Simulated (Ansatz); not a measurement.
# Ge (P4/mmm) in Ansatz: settings compared

The runs below take Ge through relaxation of cell and atoms, relaxation of the atoms, with revPBE, revPBE+D3(BJ), revPBE+D4, PBE.

All numbers are computed with Ansatz 0.2.0; they aren't measurements. Logs are shortened: lines on timing, memory, paths and dates and some standing lists are left out, and cuts for length are marked.

**1. The structure**

Symmetry: P4/mmm, No. 123, tetragonal system. Conventional cell: a = 5.241 Å, b = 5.241 Å, c = 2.655 Å, α = 90.00°, β = 90.00°, γ = 90.00°. Ge (site symmetry 4/mmm) is surrounded by 6 Ge at 2.62 to 2.66 Å. Ge (site symmetry mmm) has 4 Ge at 2.62 to 2.66 Å as nearest neighbours.

The cell was built by a generator and needn't be a form met in nature.

**2. Relaxation of cell and atoms, revPBE**

input.yaml reads:

```yaml
crystal:
  lattice:
    - [5.24058, 0.0, 0.0]
    - [0.0, 5.24058, 0.0]
    - [0.0, 0.0, 2.65536]
  atoms:
    - { symbol: Ge, position: [0.0, 0.0, 0.0] }
    - { symbol: Ge, position: [0.0, 0.5, 0.0] }
    - { symbol: Ge, position: [0.5, 0.0, 0.0] }
hamiltonian:
  xc: revpbe
  pseudopotentials: { kind: paw }
kpoints:
  mp_grid: { grid: [5, 5, 10] }
scf:
  occupations: { method: fermi_dirac, width: 0.05 }
output:
  forces: true
  stress: true
  eigenvalues: true
  write_density: true
  write_potential: true
  elf: true
  volumetric_format: npy
relax:
  f_tol: 0.01
  max_steps: 40
  cell: { stress_tol: 0.05 }
```

Potentials or basis: Ansatz PAW.

Run with:

```sh
> ansatz run input.yaml --threads 2 --pin off --max-ram 5632MiB --backend cpu --events-out ev --progress --plain --runs-dir out
```

What it wrote:

```text
Warning: RAYON_NUM_THREADS=2 ignored (pool sized by the plan → 2); use --threads N
Engine: ansatz 0.2.0, aarch64-unknown-linux-gnu
Pseudopotentials: kind: paw
Pseudopotential: Ge, paw, valence charge 14, recommended cutoff 420 eV (normal), Ge.paw.azcp
Functional definition: revPBE
  parameter kappa = 1.245
  parameter beta = 0.06672455060314922
  exchange = pbe_x(kappa = kappa, mu = beta*pi^2/3)
  correlation = pbe_c(beta = beta)
Crystal: 3 atoms, lattice volume = 72.926 Å³
Basis set: ecut = 420 eV, 1441 PW (Γ), exchange–correlation on 72×72×36 points (8 copies of the dense FFT grid, shifted against one another)
Bands: 26, of which v1, the nominal top of the filled ones, is band 21 counted from 1 (20 counted from 0)
Symmetry: 16 space group operations
Space group: P4/mmm (ITA 123), of the structure as read, at distance tolerance 4.2e-5 Å
k-points: 36 of 250
Non-local potential: Ge, projectors of the file, l = 0: 2, l = 1: 2, l = 2: 3, l = 3: 1
PAW form: soft (Blöchl's): semilocal exchange-correlation on the pseudo side does not see the compensation charge
PAW frozen core: Ge, regenerated for the run's functional, and the local potential with it (the file was generated under x = pbe(κ = 0.804, μ = 0.2195149727645171), c = pbe(β = 0.06672455060314922))
PAW one-centre angular grid: Ge, 590 points (default); XC on 64 Gauss nodes
Initial density: superposition of atomic densities (neutral atoms: chi_scale 0, normalization atom), corrected by the library's trained network
Initial wavefunctions: pseudopotential atomic-orbital guess
Functional: x = revpbe(κ = 1.245, μ = 0.2195149727645171), c = pbe(β = 0.06672455060314922)
SCF iter   1: F=—  HF=-12895.583063 eV  |F-HF|=—  |Δ(HF+E_count)|=         —  Δρ=3.13e-3  dr2=9.37e-3  ethr=1.77e-3  ⟨swp⟩=5.9  Hψ=3809  notcnv=0
preconditioner: auto → LDOS  [metal: Δε(μ)=0.038 eV  Ē_g=22.429 eV  σ=0.050 eV  W_gap=0.18  n_scr=14 (ndim 8)  ℏωp=28.2 eV  f_vac=0.093  D(μ)=1.51/eV (n_scr^D=8)  β→1.0]
SCF iter   2: F=—  HF=-12895.581900 eV  |F-HF|=—  |Δ(HF+E_count)|=   1.16e-3  Δρ=1.47e-3  dr2=9.96e-4  ethr=2.23e-5  ⟨swp⟩=2.0  Hψ=2137  notcnv=0  defer=3
SCF iter   3: F=—  HF=-12895.581072 eV  |F-HF|=—  |Δ(HF+E_count)|=   8.28e-4  Δρ=7.63e-4  dr2=2.28e-4  ethr=2.37e-6  ⟨swp⟩=2.0  Hψ=1732  notcnv=0  defer=3
SCF iter   4: F=—  HF=-12895.580851 eV  |F-HF|=—  |Δ(HF+E_count)|=   2.21e-4  Δρ=3.20e-4  dr2=4.23e-5  ethr=5.43e-7  ⟨swp⟩=2.0  Hψ=1669  notcnv=0  defer=3
SCF iter   5: F=—  HF=-12895.580990 eV  |F-HF|=—  |Δ(HF+E_count)|=   1.39e-4  Δρ=7.60e-5  dr2=2.33e-6  ethr=1.01e-7  ⟨swp⟩=2.0  Hψ=1693  notcnv=0  defer=3
SCF iter   6: F=-12895.580988 eV  HF=-12895.580988 eV  |F-HF|=4.59e-8  |Δ(HF+E_count)|=   2.21e-6  Δρ=7.86e-6  dr2=3.68e-8  ethr=2.38e-10  ⟨swp⟩=6.7  Hψ=6128  notcnv=0
SCF 1 converged in 6 iterations: F = -12895.580988 eV  dr2 = 3.68e-8
relax step   1: F+E_penalty+E_count = -12895.58098763 eV  Δ(F+E_penalty+E_count) = +0.000e0 eV  max|allowed force component| = 3.024e-29 eV/Å  Δτ_max = 0.0000 Å  P = +0.790 GPa  Ω = 72.926 Å³  (6 SCF iters, dr2 threshold 1.00e-7 eV, accepted)
Crystal: 3 atoms, lattice volume = 74.092 Å³
Basis set: ecut = 420 eV, 1457 PW (Γ), exchange–correlation on 72×72×36 points (8 copies of the dense FFT grid, shifted against one another)
Initial density: handed on by an earlier stage of this run
Initial wavefunctions: those handed on with the density
iter 1 solved again at ethr=5.20e-7 eV; its pass at ethr=3.10e-3 eV (dr2=2.18e-4 eV) is discarded
SCF iter   1: F=—  HF=-12895.583704 eV  |F-HF|=—  |Δ(HF+E_count)|=         —  Δρ=4.90e-4  dr2=2.47e-4  ethr=5.20e-7  ⟨swp⟩=3.0  Hψ=5520  notcnv=0
preconditioner: auto → LDOS  [metal: Δε(μ)=0.036 eV  Ē_g=22.384 eV  σ=0.050 eV  W_gap=0.18  n_scr=14 (ndim 8)  ℏωp=28.0 eV  f_vac=0.093  D(μ)=1.87/eV (n_scr^D=8)  β→1.0]
SCF iter   2: F=—  HF=-12895.583867 eV  |F-HF|=—  |Δ(HF+E_count)|=   1.63e-4  Δρ=1.15e-4  dr2=1.14e-5  ethr=5.20e-7  ⟨swp⟩=2.0  Hψ=1132  notcnv=0
SCF iter   3: F=—  HF=-12895.583871 eV  |F-HF|=—  |Δ(HF+E_count)|=   3.68e-6  Δρ=6.44e-5  dr2=2.00e-6  ethr=2.71e-8  ⟨swp⟩=2.0  Hψ=1699  notcnv=0
SCF iter   4: F=—  HF=-12895.583869 eV  |F-HF|=—  |Δ(HF+E_count)|=   1.65e-6  Δρ=2.29e-5  dr2=5.52e-7  ethr=4.76e-9  ⟨swp⟩=2.0  Hψ=1697  notcnv=0
SCF iter   5: F=-12895.583869 eV  HF=-12895.583869 eV  |F-HF|=3.60e-8  |Δ(HF+E_count)|=   2.00e-7  Δρ=6.54e-6  dr2=5.62e-8  ethr=7.14e-10  ⟨swp⟩=8.9  Hψ=6467  notcnv=0
SCF 2 converged in 5 iterations: F = -12895.583869 eV  dr2 = 5.62e-8
relax step   2: F+E_penalty+E_count = -12895.58386904 eV  Δ(F+E_penalty+E_count) = -2.881e-3 eV  max|allowed force component| = 7.994e-29 eV/Å  Δτ_max = 0.0000 Å  P = +0.047 GPa  Ω = 74.092 Å³  energy of the carried Pulay correction = -1.691e-4 eV  (5 SCF iters, dr2 threshold 3.00e-7 eV, accepted)
Crystal: 3 atoms, lattice volume = 74.165 Å³
iter 1 solved again at ethr=3.05e-9 eV; its pass at ethr=3.10e-3 eV (dr2=1.28e-6 eV) is discarded
SCF iter   1: F=—  HF=-12895.583697 eV  |F-HF|=—  |Δ(HF+E_count)|=         —  Δρ=3.57e-5  dr2=1.25e-6  ethr=3.05e-9  ⟨swp⟩=2.0  Hψ=4655  notcnv=0
preconditioner: auto → LDOS  [metal: Δε(μ)=0.036 eV  Ē_g=22.379 eV  σ=0.050 eV  W_gap=0.18  n_scr=14 (ndim 8)  ℏωp=27.9 eV  f_vac=0.093  D(μ)=1.91/eV (n_scr^D=8)  β→1.0]
SCF iter   2: F=—  HF=-12895.583871 eV  |F-HF|=—  |Δ(HF+E_count)|=   1.74e-4  Δρ=8.84e-6  dr2=6.37e-8  ethr=2.98e-9  ⟨swp⟩=2.6  Hψ=1513  notcnv=0
SCF iter   3: F=—  HF=-12895.583871 eV  |F-HF|=—  |Δ(HF+E_count)|=   2.52e-8  Δρ=5.07e-6  dr2=2.17e-8  ethr=3.27e-11  ⟨swp⟩=7.3  Hψ=5743  notcnv=0
SCF iter   4: F=-12895.583871 eV  HF=-12895.583871 eV  |F-HF|=2.20e-9  |Δ(HF+E_count)|=   1.43e-8  Δρ=2.09e-6  dr2=3.03e-9  ethr=3.27e-11  ⟨swp⟩=7.0  Hψ=5105  notcnv=0
SCF 3 converged in 4 iterations: F = -12895.583871 eV  dr2 = 3.03e-9
relax step   3: F+E_penalty+E_count = -12895.58387138 eV  Δ(F+E_penalty+E_count) = -2.334e-6 eV  max|allowed force component| = 1.578e-29 eV/Å  Δτ_max = 0.0000 Å  P = +0.002 GPa  Ω = 74.165 Å³  energy of the carried Pulay correction = -1.796e-4 eV  (4 SCF iters, dr2 threshold 1.37e-8 eV, accepted)
Initial wavefunctions: pseudopotential atomic-orbital guess (no wavefunctions were taken with the density)
iter 1 solved again at ethr=3.75e-7 eV; its pass at ethr=3.10e-3 eV (dr2=1.58e-4 eV) is discarded
SCF iter   1: F=—  HF=-12895.564448 eV  |F-HF|=—  |Δ(HF+E_count)|=         —  Δρ=8.66e-4  dr2=1.20e-4  ethr=3.75e-7  ⟨swp⟩=2.8  Hψ=5781  notcnv=0
preconditioner: auto → LDOS  [metal: Δε(μ)=0.044 eV  Ē_g=22.386 eV  σ=0.050 eV  W_gap=0.21  n_scr=14 (ndim 8)  ℏωp=27.9 eV  f_vac=0.093  D(μ)=1.96/eV (n_scr^D=8)  β→1.0]
SCF iter   2: F=—  HF=-12895.583864 eV  |F-HF|=—  |Δ(HF+E_count)|=   1.94e-2  Δρ=1.26e-4  dr2=5.20e-5  ethr=2.85e-7  ⟨swp⟩=2.6  Hψ=1279  notcnv=0
SCF iter   3: F=—  HF=-12895.583959 eV  |F-HF|=—  |Δ(HF+E_count)|=   9.52e-5  Δρ=8.43e-5  dr2=1.51e-5  ethr=1.24e-7  ⟨swp⟩=1.9  Hψ=1000  notcnv=0
SCF iter   4: F=—  HF=-12895.584037 eV  |F-HF|=—  |Δ(HF+E_count)|=   7.86e-5  Δρ=3.95e-5  dr2=4.21e-6  ethr=3.59e-8  ⟨swp⟩=2.0  Hψ=1029  notcnv=0
SCF iter   5: F=—  HF=-12895.584045 eV  |F-HF|=—  |Δ(HF+E_count)|=   7.64e-6  Δρ=1.73e-5  dr2=5.28e-7  ethr=1.00e-8  ⟨swp⟩=2.0  Hψ=1687  notcnv=0
SCF iter   6: F=—  HF=-12895.584046 eV  |F-HF|=—  |Δ(HF+E_count)|=   8.38e-7  Δρ=3.18e-6  dr2=2.77e-8  ethr=1.26e-9  ⟨swp⟩=2.0  Hψ=1699  notcnv=0
SCF iter   7: F=—  HF=-12895.584046 eV  |F-HF|=—  |Δ(HF+E_count)|=   1.20e-8  Δρ=4.87e-7  dr2=6.76e-10  ethr=6.60e-11  ⟨swp⟩=2.0  Hψ=1167  notcnv=0
SCF iter   8: F=—  HF=-12895.584046 eV  |F-HF|=—  |Δ(HF+E_count)|=  2.80e-10  Δρ=2.78e-7  dr2=8.98e-11  ethr=1.61e-12  ⟨swp⟩=2.0  Hψ=1420  notcnv=0
SCF iter   9: F=-12895.584046 eV  HF=-12895.584046 eV  |F-HF|=3.64e-12  |Δ(HF+E_count)|=    0.00e0  Δρ=7.38e-8  dr2=1.52e-11  ethr=1.00e-12  ⟨swp⟩=5.4  Hψ=3879  notcnv=0
SCF 4 converged in 9 iterations: F = -12895.584046 eV  dr2 = 1.52e-11
relax step   4: F+E_penalty+E_count = -12895.58404590 eV  Δ(F+E_penalty+E_count) = -1.745e-4 eV  max|allowed force component| = 1.400e-29 eV/Å  Δτ_max = 0.0000 Å  P = +0.002 GPa  Ω = 74.165 Å³  stress off target by 5.94e-3 GPa  SCF on the basis re-selected at this cell (its energy is not comparable with the rows above)  (9 SCF iters)
basis re-selected at this cell: Δ(F+E_penalty+E_count) = -1.745e-4 eV, ΔP = -0.000 GPa vs the last step (what re-selecting the basis moved, of the pressure what is left beyond the Pulay correction that the steps carried, after the strain that the cell walked since its last selection, with what the two solves' SCF thresholds leave and, on support functions, any second-order correction that the steps lacked; it is no measure of the basis error at this ecutwfc). This SCF's stress stands 5.94e-3 GPa from its target on what of the cell is left free (relax.cell.stress_tol is 5.00e-2 GPa) and its largest allowed force component is 1.40e-29 eV/Å (relax.f_tol is 1.00e-2 eV/Å): within both
SCF converged after 9 iterations
Free energy (F): -12895.584046 eV
Harris-Foulkes:  -12895.584046 eV  (|F-HF|=3.64e-12)
Internal energy: -12895.568310 eV  (E = F + TS)
E sigma→0 (E₀):  -12895.576178 eV
Entropy (-TS):   -0.015736 eV (-5.245 meV/atom)
Fermi energy:    7.404067 eV
--- Per-component energies (eV) ---
  E_band       = -489.547011
  E_kinetic    = 328.765930
  E_local      = -7781.518793  (includes V_loc(G=0)·N_el)
  E_nonlocal   = 1247.190606
  E_hartree    = 3413.993244
  E_xc         = -224.858478
  E_vxc        = -190.536891  (∫ρ·V_xc dr)
  E_paw        = -6063.653771  (= ΣΔE_a)
  E_vpaw       = -921.434907  (= ΣTr[D̂ρ^β])
  E_aug_tail   = 0.000760  (compensation charges beyond the density's cutoff)
  E_ewald      = -3815.096164
  E_core_change = -0.391644  (= ΣΔE_core)
  E_smearing   = -0.015736  (= −TS)
  E_closure    = -0.000000  (closes the sum)
  Σ components = -12895.584046   (vs F -12895.584046, Δ=0.00e0)
--- Forces (eV/Å), atoms counted from 1 ---
  atom   1  Ge     0.00000000    -0.00000000     0.00000000
  atom   2  Ge     0.00000000    -0.00000000     0.00000000
  atom   3  Ge     0.00000000     0.00000000     0.00000000
  max |Σ_I F_I| component: 2.37e-29 eV/Å
--- Stress (GPa, compression-positive) ---
       -0.000023       0.000000       0.000000
        0.000000      -0.000023       0.000000
        0.000000       0.000000       0.005935
  P = ⅓ Tr σ = 0.0020 GPa (0.020 kbar)
--- Band table (eV; the first three rows and the last of 36) ---
  k-point 0: bands = ["-17.4201", "-17.4095", "-17.3841", "-17.3650", "-17.3375", "-17.2952", "-17.2495", "-17.2495", "-17.2173", "-17.2173", "-17.2004", "-17.1155", "-17.0679", "-17.0679", "-17.0674", "-4.8598", "-1.4594", "1.0457", "2.4909", "2.4909", "7.5117", "7.5117", "11.4600", "11.7961", "14.8865", "16.0343"]
  k-point 1: bands = ["-17.4113", "-17.3887", "-17.3711", "-17.3598", "-17.3363", "-17.2944", "-17.2575", "-17.2575", "-17.2264", "-17.2264", "-17.1816", "-17.1147", "-17.0753", "-17.0753", "-17.0652", "-4.6577", "-1.2593", "1.2442", "2.6876", "2.6876", "7.7106", "7.7106", "11.6542", "11.9902", "12.4854", "15.3391"]
  k-point 2: bands = ["-17.4013", "-17.3528", "-17.3330", "-17.3306", "-17.3248", "-17.2923", "-17.2785", "-17.2785", "-17.2502", "-17.2502", "-17.1295", "-17.1128", "-17.0945", "-17.0945", "-17.0583", "-4.0535", "-0.6579", "1.8434", "3.2603", "3.2603", "8.2910", "8.2910", "9.1464", "12.1222", "12.2261", "12.5704"]
  k-point 35: bands = ["-17.3343", "-17.3303", "-17.3198", "-17.3127", "-17.2980", "-17.2962", "-17.2941", "-17.2911", "-17.1840", "-17.1645", "-17.1637", "-17.1636", "-17.1282", "-17.1241", "-17.0207", "0.2860", "1.4799", "1.8690", "3.4364", "4.2721", "4.7544", "7.9790", "9.7036", "11.0735", "11.8877", "12.0043"]
--- Relaxed structure (3 steps of the walk, 3 accepted, 1 SCFs on fresh bases) ---
  F+E_penalty+E_count = -12895.58404590 eV   max|allowed force component| = 1.400e-29 eV/Å   (the final SCF, on the basis selected at the relaxed cell)
  cell:  # Å, volume = 74.1652 Å³
    - [5.267788036981647, 1.5098685942139358e-35, 0.0]
    - [1.5098685942139358e-35, 5.267788036981647, 0.0]
    - [0.0, 0.0, 2.6726600541512675]
  atoms:
    - { symbol: Ge, position: [2.0097831505993036e-36, 4.78519797761739e-37, 0.0] }
    - { symbol: Ge, position: [5.168013815826782e-36, 0.5, 0.0] }
    - { symbol: Ge, position: [0.5, 1.9140791910469586e-37, 0.0] }
```

Run time: 9.6 s. Hardware: 2 threads of Arm Neoverse V1, shared host; peak memory 0.37 GiB.

Results:

```
Free energy                            : -12895.5840 eV
Relaxed volume                         : 24.72 Å³/atom
Relaxed cell                           : a = 5.268 Å, b = 5.268 Å, c = 2.673 Å, α = 90.00°, β = 90.00°, γ = 90.00°
Space group after relaxing (to 0.05 Å) : P4/mmm (No. 123)
Energy gained by relaxing              : 1.0 meV/atom
Ionic steps                            : 4
Pressure after relaxing                : 0.0 GPa
Band gap on the k mesh                 : none (metal or under the smearing width)
```

The path:
```tsv
step	energy change (eV)	largest force (eV/Å)	volume (Å³)
1	0.0000	0.0000	72.93
2	-0.0029	0.0000	74.09
3	-0.0029	0.0000	74.17
4	-0.0031	0.0000	74.17
```

Final structure:
```yaml
crystal:
  lattice:
    - [5.26779, 0.00000, 0.00000]
    - [0.00000, 5.26779, 0.00000]
    - [0.00000, 0.00000, 2.67266]
  atoms:
    - { symbol: Ge, position: [0.00000, 0.00000, 0.00000] }
    - { symbol: Ge, position: [0.00000, 0.50000, 0.00000] }
    - { symbol: Ge, position: [0.50000, 0.00000, 0.00000] }
```

Levels at points of the mesh, in eV from the Fermi level:
```
            k point  band 19  band 20  band 21  band 22  band 23  band 24
 (0.00, 0.00, 0.00)    -4.91    -4.91     0.11     0.11     4.06     4.39
(0.00, 0.00, -0.50)    -2.45    -1.76    -1.76    -1.76    -0.61     3.39
```

Caveat: the plane-wave basis is chosen anew once the cell has moved, so the energies of steps on either side of that aren't comparable; the PAW data sets come from PBE, with cores solved anew for the run's functional, which leaves a small shift of forces and pressure.

(Continued in part 2 of 2.)
